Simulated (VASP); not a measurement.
# C: relaxation of cell and atoms with PBE

The system is C.

```
C
1.0
    -2.48215    2.48215    2.48215
     2.48215   -2.48215    2.48215
     2.48215    2.48215   -2.48215
C
6
Direct
  0.62500 0.25000 0.87500
  0.87500 0.62500 0.25000
  0.75000 0.62500 0.87500
  0.25000 0.87500 0.62500
  0.87500 0.75000 0.62500
  0.62500 0.87500 0.75000
```

The cell was built by a generator and needn't be a form met in nature.

```yaml
Program: VASP 6.6.1
Task: relaxation of cell and atoms
Functional: PBE
Potentials_or_basis: VASP PAW PBE potentials, release 64 (C)
Cutoff: 600 eV
k_mesh: 6 × 6 × 6
Occupations: gaussian, width 0.1 eV
Spin: no spin polarisation
Dipole_correction: no
Further_INCAR_settings: ALGO = Fast; EDIFF = 1e-07; IBRION = 2; EDIFFG = -0.04; NSW = 90; ISIF = 3
```

* Relaxed volume: 9.80 Å³/atom
* Relaxed cell: a = 4.243 Å, b = 4.243 Å, c = 4.243 Å, α = 109.47°, β = 109.47°, γ = 109.47°
* Space group after relaxing (to 0.05 Å): I4_132 (No. 214)
* Energy gained by relaxing: 9.7 meV/atom
* Ionic steps: 3
* Pressure after relaxing: 0.0 GPa
* Band gap on the k mesh: none (metal or under the smearing width)

The path:
```tsv
step	energy change (eV)	largest force (eV/Å)	pressure (GPa)	volume (Å³)
1	0.0000	0.0000	-7.63	61.17
2	-0.0198	0.0000	6.97	56.97
3	-0.0584	0.0000	-0.03	58.80
```

Final structure:
```xyz
6
Lattice="-2.4497 2.4497 2.4497 2.4497 -2.4497 2.4497 2.4497 2.4497 -2.4497" Properties=species:S:1:pos:R:3 pbc="T T T"
C     1.2249    3.0621    0.0000
C     0.0000    1.2249    3.0621
C     1.8373    2.4497    1.2249
C     3.0621    0.0000    1.2249
C     1.2249    1.8373    2.4497
C     2.4497    1.2249    1.8373
```

Levels at points of the mesh, in eV from the Fermi level:
```csv
k point,band 9,band 10,band 11,band 12,band 13,band 14,band 15,band 16
"(0.00, 0.00, 0.00)",-7.09,-2.80,-2.80,-2.80,3.72,4.12,7.01,7.01
"(0.50, 0.00, 0.00)",-3.90,-3.88,-3.72,-0.87,0.61,4.09,6.97,7.51
"(0.50, 0.50, 0.50)",-4.44,-4.44,-2.20,0.74,0.74,3.78,3.78,3.78
```

Run time: 29 s on 1 thread of Intel(R) Xeon(R) 6975P-C (Granite Rapids), with other jobs on the host, peak memory 0.19 GiB.
